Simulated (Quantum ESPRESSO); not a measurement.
Runs of Quantum ESPRESSO 7.5 on SiC (Moissanite). It takes space group P6_3mc (No. 186, hexagonal). Conventional cell: a = 3.076 Å, b = 3.076 Å, c = 5.048 Å, α = 90.00°, β = 90.00°, γ = 120.00°. Si (site symmetry 3m) is surrounded by 4 C at 1.87 to 1.94 Å. C (site symmetry 3m) is surrounded by 4 Si at 1.87 to 1.94 Å. 

```csv
level,potentials or basis,cell,form of the LDA,gap on the mesh (eV)
PBEsol,PseudoDojo 0.4.1 SR PBEsol standard,volume scaled by 1.08,-,2.30
PBEsol,PseudoDojo 0.4.1 SR PBEsol standard,volume scaled by 0.92,-,2.01
PBEsol,PseudoDojo 0.4.1 SR PBEsol standard,volume scaled by 0.96,-,(b)
PBEsol,PseudoDojo 0.4.1 SR PBEsol standard,as given,-,(a)
LDA,PseudoDojo 0.4.1 SR LDA standard,as given,PW92,2.23
PBEsol,PseudoDojo 0.4.1 SR PBEsol standard,volume scaled by 0.88,-,1.93
PBEsol,PseudoDojo 0.4.1 SR PBEsol standard,volume scaled by 1.04,-,2.24
```

Alike in all rows: task single point; no spin polarisation; k mesh 3 × 3 × 4; cutoff (eV) 1116; smearing fixed; the mesh is coarse, so values aren't converged.

Fill in the values left out.

(a) 2.17; (b) 2.10.

Caveats: all runs use coarse meshes; an odd mesh through Γ misses points on the zone boundary, where band edges often lie.

Runs at the PBE level aren't shown here.
